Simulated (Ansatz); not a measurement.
**AlP: P → Sb**

Take AlP in the zinc blende structure (space group F-43m, No. 216; a = 5.508 Å) as the base.

Perturbation: every P is replaced by Sb, then cell and atoms are relaxed.

Computed with PBE (Ansatz, a quantum-chemistry and plane-wave program, PAW, no spin-orbit coupling). Settings: 13×13×13 k-points, 0.05 eV Fermi–Dirac smearing, for the changed cell.

```tsv
quantity	base	changed	shift
volume per atom	20.88 Å³	30.16 Å³	+9.272 Å³
density	2.30 g/cm³	4.10 g/cm³	+1.791 g/cm³
lattice parameter a	5.508 Å	6.225 Å	+0.7175 Å
space group	F-43m (No. 216)	F-43m (No. 216)	–
shortest interatomic distance	2.385 Å	2.696 Å	+0.311 Å
band gap	1.63 eV	1.24 eV	-0.396 eV
gap character	indirect, Γ → X	indirect, Γ → L	–
width of the top valence band	2.72 eV	2.59 eV	-0.13 eV
electron mass	0.81 mₑ along k, 0.25 mₑ across (at X)	1.6 mₑ along k, 0.11 mₑ across (at L)	–
hole mass (degenerate bands, along [100])	0.19, 0.56, 0.56 mₑ (at Γ)	0.078, 0.37, 0.37 mₑ (at Γ)	–
```

Cost of the whole job for the changed cell (relaxation, final SCF and bands): around 40 core-seconds (rough).

Spin-orbit coupling, missing from the scalar runs, can matter with Sb. Effective masses come from finite differences of ±0.01 Å⁻¹. Along k means along the line from Γ to the band edge. Whether these cells are dynamically stable was not tested.
